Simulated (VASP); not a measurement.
# TiO2 (P4_2/mnm) in VASP: a series of runs

The runs below take TiO2 through single point, with PBE.

Program: VASP 6.6.1. These are calculated values, not measurements. Logs are shortened: lines on timing, memory, paths and dates and some standing lists are left out, and cuts for length are marked.

## (1) The undisturbed crystal

Symmetry: P4_2/mnm, No. 136, tetragonal system. Conventional cell: a = 4.600 Å, b = 4.600 Å, c = 2.959 Å, α = 90.00°, β = 90.00°, γ = 90.00°. Around Ti (site symmetry mmm) lie 6 O at 1.95 to 1.98 Å. O (site symmetry m2m) is surrounded by 3 Ti at 1.95 to 1.98 Å.

The cell is a database's computed one.

## (2) Single point, PBE

File INCAR:

```
SYSTEM = TiO2
ADDGRID = .False.
ALGO = Normal
EDIFF = 1E-7
ENCUT = 520
GGA = PE
ISIF = 2
ISMEAR = 0
LASPH = .True.
LCHARG = .False.
LREAL = .False.
LWAVE = .False.
NBANDS = 33
NELM = 100
PREC = Accurate
SIGMA = 0.05
```

File KPOINTS:

```
k-points
0
Gamma
  2 2 3
  0 0 0
```

File POSCAR:

```
TiO2
1.0
    4.5998373239      0.0000000000      0.0000000000
    0.0000000000      4.5998373239      0.0000000000
    0.0000000000      0.0000000000      2.9592135600
Ti O
2 4
Direct
    0.0158320000      0.0032400000      0.4722370000
    0.5214710000      0.5093840000      0.0048770000
    0.3233600000      0.3195450000      0.4593590000
    0.1957040000      0.8057180000      0.0434810000
    0.7872850000      0.2085030000     -0.0059320000
    0.6699180000      0.6742240000      0.5240680000
```

Potentials or basis: VASP PAW PBE potentials, release 64 (Ti_sv, O).

Launch:

```console
$ cat potpaw_PBE.64/Ti_sv/POTCAR potpaw_PBE.64/O/POTCAR > POTCAR
$ mpirun -np 1 vasp_std > vasp.out
```

OUTCAR:

```text
SYSTEM = TiO2
   EDIFF = 1E-7
   ENCUT = 520
   GGA = PE
   ISIF = 2
   ISMEAR = 0
   LASPH = .True.
   LREAL = .False.
   NELM = 100
   PREC = Accurate

 Found      8 irreducible k-points:

 Following reciprocal coordinates:
            Coordinates               Weight
  0.000000  0.000000  0.000000      1.000000
  0.500000  0.000000  0.000000      1.000000
  0.000000  0.500000  0.000000      1.000000
  0.500000  0.500000  0.000000      1.000000
  0.000000  0.000000  0.333333      2.000000
  0.500000  0.000000  0.333333      2.000000
   k-points           NKPTS =      8   k-points in BZ     NKDIM =      8   number of bands    NBANDS=     33
   number of dos      NEDOS =    301   number of ions     NIONS =      6
   total plane-waves  NPLWV =  31104
   dimension x,y,z NGX =    36 NGY =   36 NGZ =   24
   dimension x,y,z NGXF=    72 NGYF=   72 NGZF=   48
   ions per type =               2   4
   NGX,Y,Z   is equivalent  to a cutoff of  13.01, 13.01, 13.48 a.u.
   NGXF,Y,Z  is equivalent  to a cutoff of  26.02, 26.02, 26.97 a.u.
 SYSTEM =  TiO2
   PREC   = accura    normal or accurate (medium, high low for compatibility)
   ISTART =      0    job   : 0-new  1-cont  2-samecut
   ICHARG =      2    charge: 1-file 2-atom 10-const
   ISPIN  =      1    spin polarized calculation?
   LNONCOLLINEAR =      F non collinear calculations
   LSORBIT =      F    spin-orbit coupling
   LASPH  =      T    aspherical Exc in radial PAW
   ENCUT  =  520.0 eV  38.22 Ry    6.18 a.u.   8.55  8.55  5.50*2*pi/ulx,y,z
   NELM   =    100;   NELMIN=  2; NELMDL= -5     # of ELM steps
   EDIFF  = 0.1E-06   stopping-criterion for ELM
   LREAL  =      F    real-space projection
   EDIFFG = 0.1E-05   stopping-criterion for IOM
   NSW    =      0    number of steps for IOM
   IBRION =     -1    ionic relax: 0-MD 1-quasi-New 2-CG
   NFREE  =      0    steps in history (QN), initial steepest desc. (CG)
   ISIF   =      2    stress and relaxation
   ISYM   =      2    0-nonsym 1-usesym 2-fastsym
   POTIM  = 0.5000    time-step for ionic-motion
   TEBEG  =    0.0;   TEEND  =   0.0 temperature during run
   PSTRESS=    0.0 pullay stress
   NELECT =      48.0000    total number of electrons
   NUPDOWN=      -1.0000    fix difference up-down
   EMIN   =  10.00;   EMAX   =-10.00  energy-range for DOS
   EFERMI =   0.00;   METHOD = LEGACY
   ISMEAR =     0;   SIGMA  =   0.05  broadening in eV -4-tet -1-fermi 0-gaus
   EFERMI_NEDOS =   21; number of points for ismear=-14 and -15
   IALGO  =     38    algorithm
   IMIX   =      4    mixing-type and parameters
     AMIX     =   0.40;   BMIX     =  1.00
     AMIX_MAG =   1.60;   BMIX_MAG =  1.00
  volume/ion in A,a.u.               =      10.44        70.42
  Fermi-wavevector in a.u.,A,eV,Ry     =   1.498309  2.831394 30.544140  2.244931
  Thomas-Fermi vector in A             =   2.610085
   LORBIT       =      0    0 simple, 1 ext, 2 COOP (PROOUT), +10 PAW based schemes
   GGA     = PE    functional components
   LHFCALC =     F    Hartree Fock is set to
   AEXX    =    0.0000 exact exchange contribution
   IVDW    =     0    specifies the selected vdW correction
   LEPSILON=     F    determine dielectric tensor
   LRPA    =     F    only Hartree local field effects (RPA)
 non-spin polarized calculation
 Gauss-broadening in eV      SIGMA  =   0.05
  energy-cutoff  :      520.00
  volume of cell :       62.61
 maximum number of plane-waves:      1720
 NGX is ok and might be reduce to    36
   NGX = 17   NGY = 17   NGZ = 11

 number of electron      48.0000002 magnetization

 Free energy of the ion-electron system (eV)
  ---------------------------------------------------
  ext. energy  EPLUGINS =         0.00000000
  ---------------------------------------------------
  free energy    TOTEN  =       -52.51389080 eV

  energy without entropy =      -52.51389080  energy(sigma->0) =      -52.51389080

 E-fermi :   5.1755     XC(G=0): -11.3489

 val. band max:        4.9218097570   @ k =   0.0000   0.0000   0.0000
 cond. band min:       6.8536587610   @ k =   0.5000   0.5000   0.0000
 fundamental gap:      1.9318490041
 Fermi energy:         5.1755253527

 k-point     1 :       0.0000    0.0000    0.0000
  band No.  band energies     occupation
      1     -52.2998      2.00000
      2     -51.4350      2.00000
      3     -28.5958      2.00000
      4     -28.4521      2.00000
      5     -28.4172      2.00000
      6     -27.8267      2.00000
[... 25 lines left out ...]
     32      10.9584      0.00000
     33      12.3095      0.00000

 k-point     2 :       0.5000    0.0000    0.0000
  band No.  band energies     occupation
      1     -52.2997      2.00000
      2     -51.4350      2.00000
      3     -28.5894      2.00000
      4     -28.4469      2.00000
      5     -28.4161      2.00000
      6     -27.8360      2.00000
[... 25 lines left out ...]
     32      10.6907      0.00000
     33      12.0111      0.00000

 k-point     3 :       0.0000    0.5000    0.0000
  band No.  band energies     occupation
      1     -52.2997      2.00000
      2     -51.4350      2.00000
      3     -28.5897      2.00000
      4     -28.4463      2.00000
      5     -28.4164      2.00000
      6     -27.8367      2.00000
[... 25 lines left out ...]
     32      10.7282      0.00000
     33      11.9729      0.00000

 k-point     4 :       0.5000    0.5000    0.0000
  band No.  band energies     occupation
      1     -52.2996      2.00000
      2     -51.4350      2.00000
      3     -28.5998      2.00000
      4     -28.4571      2.00000
      5     -28.4170      2.00000
      6     -27.8266      2.00000
[... 25 lines left out ...]
     32      11.0497      0.00000
     33      11.5150      0.00000

 k-point     5 :       0.0000    0.0000    0.3333
  band No.  band energies     occupation
      1     -52.2709      2.00000
      2     -51.3984      2.00000
      3     -28.7564      2.00000
      4     -28.4949      2.00000
      5     -28.4212      2.00000
      6     -28.1078      2.00000
[... 25 lines left out ...]
     32      10.5796      0.00000
     33      11.2373      0.00000

 k-point     6 :       0.5000    0.0000    0.3333
  band No.  band energies     occupation
      1     -52.2708      2.00000
      2     -51.3984      2.00000
      3     -28.7592      2.00000
      4     -28.4943      2.00000
      5     -28.4287      2.00000
      6     -28.0975      2.00000
[... 25 lines left out ...]
     32      10.0178      0.00000
     33      11.5123      0.00000

 [... further k-points ...]

------------------------ aborting loop because EDIFF is reached ----------------------------------------

  FORCE on cell =-STRESS in cart. coord.  units (eV):
  Direction    XX          YY          ZZ          XY          YZ          ZX
  --------------------------------------------------------------------------------------
  -------------------------------------------------------------------------------------
  Total        5.3083282      5.8276428      8.5373091     -0.2293841     -0.3766101     -3.1854412
  in kB      135.8335637    149.1221837    218.4591970     -5.8696569     -9.6369880    -81.5115058
  external PRESSURE =     167.8049815 kB  Pullay stress =       0.0000000 kB

 VOLUME and BASIS-vectors are now :
 -----------------------------------------------------------------------------
  energy-cutoff  :      520.00
  volume of cell :       62.61
      direct lattice vectors                 reciprocal lattice vectors
     4.599837324  0.000000000  0.000000000     0.217398993  0.000000000  0.000000000
     0.000000000  4.599837324  0.000000000     0.000000000  0.217398993  0.000000000
     0.000000000  0.000000000  2.959213560     0.000000000  0.000000000  0.337927622

 POSITION                                       TOTAL-FORCE (eV/Angst)
 -----------------------------------------------------------------------------------
      0.07282      0.01490      1.39745        -0.295698      2.039422      0.446313
      2.39868      2.34308      0.01443        -1.162734     -1.294106      0.589771
      1.48740      1.46986      1.35934        -3.431858     -2.859561      1.674669
      0.90021      3.70617      0.12867        -0.707186      0.341778     -1.507738
      3.62138      0.95908      2.94166         2.207443     -2.109965      0.582918
      3.08151      3.10132      1.55083         3.390034      3.882432     -1.785934
 -----------------------------------------------------------------------------------
    total drift:                               -0.000659      0.000237      0.000524

  FREE ENERGIE OF THE ION-ELECTRON SYSTEM (eV)
  ---------------------------------------------------
  free  energy   TOTEN  =       -52.5138907954 eV

  energy  without entropy=      -52.5138907954  energy(sigma->0) =      -52.51389080
```

It took 16 s on 1 thread of AMD EPYC 9R45 (Zen 5), shared host; peak memory 0.14 GiB.

These settings aren't checked as converged: the numbers below hold their error.

What came out:

| Property | Result |
| --- | --- |
| Free energy | -52.5139 eV |
| Pressure | 16.8 GPa |
| Largest force | 5.455 eV/Å |
| Band gap on the k mesh | 1.93 eV, indirect (least direct gap 1.95 eV) |

Caveat: the k mesh is coarse (spacing up to 0.71 Å⁻¹), so the values aren't converged; an odd mesh through Γ misses points on the zone boundary, where band edges often lie.

## (3) Single point, PBE

INCAR, as its differences from that of step 2:

```diff
@@ -4,3 +4,3 @@
 EDIFF = 1E-7
-ENCUT = 520
+ENCUT = 650
 GGA = PE
```

KPOINTS is that of step 2.

POSCAR is that of step 2.

Potentials or basis: VASP PAW PBE potentials, release 64 (Ti_sv, O).

Launch:

```console
$ cat potpaw_PBE.64/Ti_sv/POTCAR potpaw_PBE.64/O/POTCAR > POTCAR
$ mpirun -np 1 vasp_std > vasp.out
```

It took 22 s on 1 thread of AMD EPYC 9R45 (Zen 5), shared host; peak memory 0.16 GiB.

These settings aren't checked as converged: the numbers below hold their error.

What came out:

| Property | Result |
| --- | --- |
| Free energy | -52.5324 eV |
| Pressure | 16.4 GPa |
| Largest force | 5.450 eV/Å |
| Band gap on the k mesh | 1.93 eV, indirect (least direct gap 1.95 eV) |

Caveat: the k mesh is coarse (spacing up to 0.71 Å⁻¹), so the values aren't converged; an odd mesh through Γ misses points on the zone boundary, where band edges often lie.

## (4) Single point, PBE

INCAR, as its differences from that of step 3:

```diff
@@ -4,3 +4,3 @@
 EDIFF = 1E-7
-ENCUT = 650
+ENCUT = 400
 GGA = PE
```

File KPOINTS:

```
k-points
0
Gamma
  3 3 4
  0 0 0
```

POSCAR is that of step 3.

Potentials or basis: VASP PAW PBE potentials, release 64 (Ti_sv, O).

Launch:

```console
$ cat potpaw_PBE.64/Ti_sv/POTCAR potpaw_PBE.64/O/POTCAR > POTCAR
$ mpirun -np 1 vasp_std > vasp.out
```

OUTCAR:

```text
SYSTEM = TiO2
   EDIFF = 1E-7
   ENCUT = 400
   GGA = PE
   ISIF = 2
   ISMEAR = 0
   LASPH = .True.
   LREAL = .False.
   NELM = 100
   PREC = Accurate

 Found     19 irreducible k-points:

 Following reciprocal coordinates:
            Coordinates               Weight
  0.000000  0.000000  0.000000      1.000000
  0.333333  0.000000  0.000000      2.000000
  0.000000  0.333333  0.000000      2.000000
  0.333333  0.333333  0.000000      2.000000
 -0.333333  0.333333  0.000000      2.000000
  0.000000  0.000000  0.250000      2.000000
   k-points           NKPTS =     19   k-points in BZ     NKDIM =     19   number of bands    NBANDS=     33
   number of dos      NEDOS =    301   number of ions     NIONS =      6
   total plane-waves  NPLWV =  18000
   dimension x,y,z NGX =    30 NGY =   30 NGZ =   20
   dimension x,y,z NGXF=    60 NGYF=   60 NGZF=   40
   ions per type =               2   4
   NGX,Y,Z   is equivalent  to a cutoff of  10.84, 10.84, 11.24 a.u.
   NGXF,Y,Z  is equivalent  to a cutoff of  21.69, 21.69, 22.47 a.u.
 SYSTEM =  TiO2
   PREC   = accura    normal or accurate (medium, high low for compatibility)
   ISTART =      0    job   : 0-new  1-cont  2-samecut
   ICHARG =      2    charge: 1-file 2-atom 10-const
   ISPIN  =      1    spin polarized calculation?
   LNONCOLLINEAR =      F non collinear calculations
   LSORBIT =      F    spin-orbit coupling
   LASPH  =      T    aspherical Exc in radial PAW
   ENCUT  =  400.0 eV  29.40 Ry    5.42 a.u.   7.50  7.50  4.83*2*pi/ulx,y,z
   NELM   =    100;   NELMIN=  2; NELMDL= -5     # of ELM steps
   EDIFF  = 0.1E-06   stopping-criterion for ELM
   LREAL  =      F    real-space projection
   EDIFFG = 0.1E-05   stopping-criterion for IOM
   NSW    =      0    number of steps for IOM
   IBRION =     -1    ionic relax: 0-MD 1-quasi-New 2-CG
   NFREE  =      0    steps in history (QN), initial steepest desc. (CG)
   ISIF   =      2    stress and relaxation
   ISYM   =      2    0-nonsym 1-usesym 2-fastsym
   POTIM  = 0.5000    time-step for ionic-motion
   TEBEG  =    0.0;   TEEND  =   0.0 temperature during run
   PSTRESS=    0.0 pullay stress
   NELECT =      48.0000    total number of electrons
   NUPDOWN=      -1.0000    fix difference up-down
   EMIN   =  10.00;   EMAX   =-10.00  energy-range for DOS
   EFERMI =   0.00;   METHOD = LEGACY
   ISMEAR =     0;   SIGMA  =   0.05  broadening in eV -4-tet -1-fermi 0-gaus
   EFERMI_NEDOS =   21; number of points for ismear=-14 and -15
   IALGO  =     38    algorithm
   IMIX   =      4    mixing-type and parameters
     AMIX     =   0.40;   BMIX     =  1.00
     AMIX_MAG =   1.60;   BMIX_MAG =  1.00
  volume/ion in A,a.u.               =      10.44        70.42
  Fermi-wavevector in a.u.,A,eV,Ry     =   1.498309  2.831394 30.544140  2.244931
  Thomas-Fermi vector in A             =   2.610085
   LORBIT       =      0    0 simple, 1 ext, 2 COOP (PROOUT), +10 PAW based schemes
   GGA     = PE    functional components
   LHFCALC =     F    Hartree Fock is set to
   AEXX    =    0.0000 exact exchange contribution
   IVDW    =     0    specifies the selected vdW correction
   LEPSILON=     F    determine dielectric tensor
   LRPA    =     F    only Hartree local field effects (RPA)
 non-spin polarized calculation
 Gauss-broadening in eV      SIGMA  =   0.05
  energy-cutoff  :      400.00
  volume of cell :       62.61
 maximum number of plane-waves:      1170
 NGX is ok and might be reduce to    30
   NGX = 15   NGY = 15   NGZ =  9

 number of electron      47.9999991 magnetization

 Free energy of the ion-electron system (eV)
  ---------------------------------------------------
  ext. energy  EPLUGINS =         0.00000000
  ---------------------------------------------------
  free energy    TOTEN  =       -52.62411962 eV

  energy without entropy =      -52.62411962  energy(sigma->0) =      -52.62411962

 E-fermi :   5.1785     XC(G=0): -11.3485

 val. band max:        4.9016035452   @ k =   0.0000   0.0000   0.0000
 cond. band min:       6.8646957446   @ k =   0.0000   0.3333   0.5000
 fundamental gap:      1.9630921994
 Fermi energy:         5.1784763928

 k-point     1 :       0.0000    0.0000    0.0000
  band No.  band energies     occupation
      1     -52.2807      2.00000
      2     -51.4296      2.00000
      3     -28.5852      2.00000
      4     -28.4424      2.00000
      5     -28.4098      2.00000
      6     -27.8321      2.00000
[... 205 lines left out ...]
     32      10.6541      0.00000
     33      11.5212      0.00000

 [... further k-points ...]

------------------------ aborting loop because EDIFF is reached ----------------------------------------

  FORCE on cell =-STRESS in cart. coord.  units (eV):
  Direction    XX          YY          ZZ          XY          YZ          ZX
  --------------------------------------------------------------------------------------
  -------------------------------------------------------------------------------------
  Total        2.7849906      3.3367576      5.9238923     -0.2379897     -0.3928701     -3.1922776
  in kB       71.2644694     85.3835060    151.5850892     -6.0898624    -10.0530596    -81.6864420
  external PRESSURE =     102.7443549 kB  Pullay stress =       0.0000000 kB

 VOLUME and BASIS-vectors are now :
 -----------------------------------------------------------------------------
  energy-cutoff  :      400.00
  volume of cell :       62.61
      direct lattice vectors                 reciprocal lattice vectors
     4.599837324  0.000000000  0.000000000     0.217398993  0.000000000  0.000000000
     0.000000000  4.599837324  0.000000000     0.000000000  0.217398993  0.000000000
     0.000000000  0.000000000  2.959213560     0.000000000  0.000000000  0.337927622

 POSITION                                       TOTAL-FORCE (eV/Angst)
 -----------------------------------------------------------------------------------
      0.07282      0.01490      1.39745        -0.364662      2.033206      0.545048
      2.39868      2.34308      0.01443        -1.281508     -1.296512      0.615505
      1.48740      1.46986      1.35934        -3.374134     -2.811461      1.688617
      0.90021      3.70617      0.12867        -0.669569      0.304260     -1.580998
      3.62138      0.95908      2.94166         2.238838     -2.142023      0.528508
      3.08151      3.10132      1.55083         3.451035      3.912530     -1.796680
 -----------------------------------------------------------------------------------
    total drift:                               -0.000197     -0.000845     -0.000833

  FREE ENERGIE OF THE ION-ELECTRON SYSTEM (eV)
  ---------------------------------------------------
  free  energy   TOTEN  =       -52.6241196238 eV

  energy  without entropy=      -52.6241196238  energy(sigma->0) =      -52.62411962
```

OSZICAR:

```text
N       E                     dE             d eps       ncg     rms          rms(c)
DAV:   1     0.604450180599E+03    0.60445E+03   -0.21124E+04  1254   0.147E+03
DAV:   2     0.168408355498E+02   -0.58761E+03   -0.54372E+03  1420   0.473E+02
DAV:   3    -0.640886093437E+02   -0.80929E+02   -0.79768E+02  1688   0.175E+02
DAV:   4    -0.694551041244E+02   -0.53665E+01   -0.53521E+01  1834   0.412E+01
DAV:   5    -0.696634461903E+02   -0.20834E+00   -0.20831E+00  1612   0.650E+00    0.344E+01
DAV:   6    -0.530368859017E+02    0.16627E+02   -0.70673E+01  1722   0.903E+01    0.125E+01
DAV:   7    -0.530627570927E+02   -0.25871E-01   -0.13516E+01  1590   0.356E+01    0.105E+01
DAV:   8    -0.526330096943E+02    0.42975E+00   -0.71358E-01  1606   0.116E+01    0.580E+00
DAV:   9    -0.527677046953E+02   -0.13470E+00   -0.75211E-01  1808   0.102E+01    0.371E+00
DAV:  10    -0.526258657334E+02    0.14184E+00   -0.27880E-01  1558   0.676E+00    0.772E-01
DAV:  11    -0.526248734708E+02    0.99226E-03   -0.17166E-02  1691   0.108E+00    0.420E-01
DAV:  12    -0.526247022892E+02    0.17118E-03   -0.74015E-03  1391   0.711E-01    0.188E-01
DAV:  13    -0.526241335727E+02    0.56872E-03   -0.12739E-03  1714   0.291E-01    0.396E-02
DAV:  14    -0.526241397436E+02   -0.61709E-05   -0.22250E-04  1558   0.109E-01    0.483E-02
DAV:  15    -0.526241211469E+02    0.18597E-04   -0.44099E-05  1392   0.446E-02    0.223E-02
DAV:  16    -0.526241211323E+02    0.14582E-07   -0.74650E-06  1474   0.237E-02    0.131E-02
DAV:  17    -0.526241197087E+02    0.14236E-05   -0.52151E-06  1670   0.146E-02    0.331E-03
DAV:  18    -0.526241196238E+02    0.84951E-07   -0.46195E-07  1245   0.457E-03
   1 F= -.52624120E+02 E0= -.52624120E+02  d E =-.377689E-16
```

stdout:

```text
POSCAR found type information on POSCAR TiO
 POSCAR found :  2 types and       6 ions
 scaLAPACK will be used
 LDA part: xc-table for (Slater+PW92), standard interpolation
 POSCAR, INCAR and KPOINTS ok, starting setup
 FFT: planning ... GRIDC
 FFT: planning ... GRID_SOFT
 FFT: planning ... GRID
 WAVECAR not read
 entering main loop
```

Wall time 20 s (1 thread of AMD EPYC 9R45 (Zen 5), shared host); peak memory 0.12 GiB.

These settings aren't checked as converged: the numbers below hold their error.

What came out:

| Item | Value |
| --- | --- |
| Free energy | -52.6241 eV |
| Largest force | 5.518 eV/Å |
| Band gap on the k mesh | 1.96 eV, indirect (least direct gap 1.97 eV) |

Caveat: the k mesh is coarse (spacing up to 0.53 Å⁻¹), so the values aren't converged; the cutoff is under 1.25 times the usual one of these potentials, so pressure, stress and relaxed cells hold a basis-set (Pulay) error; an odd mesh through Γ misses points on the zone boundary, where band edges often lie.

(Continued in part 2 of 2.)
